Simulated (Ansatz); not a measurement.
KF in the rocksalt structure, relaxed with r2SCAN: it is cubic, Fm-3m (No. 225); a = 5.318 Å in the conventional setting, 18.80 Å³ an atom. K has 6 F at 2.66 Å; F has 6 K at 2.66 Å. One-shot G0W0@PBE in Ansatz on a 6×6×6 mesh (contour deformation, no spin-orbit coupling), from a PBE gap of 6.259 eV over the mesh points (the G0W0 gap is direct on the mesh); the number N of bands summed and the screening cutoff rise together. (Simulation; spin polarisation is off.)

```tsv
N	cutoff (eV)	1000/N	G0W0 gap (eV)
93	100	10.753	9.599
214	180	4.673	9.752
```

Question: Lay a straight line in 1000/N through these rows.

Answer: The slope is -0.0252 eV per unit of 1000/N and the intercept 9.870 eV.

Question: Predict the gap at N = 408 (260 eV).

Answer: 9.870 + (-0.0252) × 2.451 = 9.808 eV; the run gives 9.856 eV, +0.048 eV from the line.

Question: With that run's result added, what limit do the last two rows suggest?

Answer: Their slope is (9.856 − 9.752)/(2.451 − 4.673) = -0.0468, which meets 1/N = 0 at 9.97 eV, against 9.870 eV from the first line. The slope steepens, so 1/N isn't yet asymptotic and the true limit probably lies higher still; the k mesh isn't extrapolated.
